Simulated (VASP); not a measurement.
Set up this calculation in VASP 6.6.1, as the native input.

- Task: Born charges and dielectric tensor
- Functional: PBE
- Potentials or basis: VASP PAW PBE potentials, release 64 (Si)
- Cutoff: 700 eV
- k mesh: 10 × 10 × 10
- Occupations: gaussian, width 0.02 eV
- Spin: no spin polarisation
- Further INCAR settings: ALGO = Normal; EDIFF = 1e-08; IBRION = 8; NSW = 1

The structure of Si lies in POSCAR:

```
Si                                      
1.0
    0.0000000000      2.7343693065      2.7343693065
    2.7343693065      0.0000000000      2.7343693065
    2.7343693065      2.7343693065      0.0000000000
  Si            
     2
Direct
     0.7500000000000000    0.7500000000000000    0.7500000000000000
     0.5000000000000000    0.5000000000000000    0.5000000000000000
```

These files were run (other wordings do the same):

INCAR

```
ALGO = Normal ; EDIFF = 1E-8
ENCUT = 700 ; GGA = PE
IBRION = 8 ; ISIF = 2
ISMEAR = 0 ; LASPH = T
LCHARG = F ; LEPSILON = T
LREAL = F ; LWAVE = F
NELM = 60 ; NSW = 1
PREC = Accurate ; SIGMA = 0.02
```

KPOINTS

```
k-points
0
Gamma
  10 10 10
```

Potentials or basis: VASP PAW PBE potentials, release 64 (Si).

Command:

```bash
$ cat potpaw_PBE.64/Si/POTCAR > POTCAR
$ mpirun -np 1 vasp_std > vasp.out
```

It gave:

```json
{
 "Band gap on the k mesh": "0.62 eV, indirect (least direct gap 2.56 eV)",
 "Electronic dielectric tensor (diagonal)": "13.38",
 "Born charges (mean of the diagonal)": "Si +0.00 e",
 "Highest phonon frequency at Γ": "503 cm⁻¹"
}
```

Caveat: the gap is small at this level, which inflates the dielectric constant.

Run time: 4.1 min on 1 thread of Intel(R) Xeon(R) Platinum 8488C (Sapphire Rapids), with other jobs on the host, peak memory 0.36 GiB.
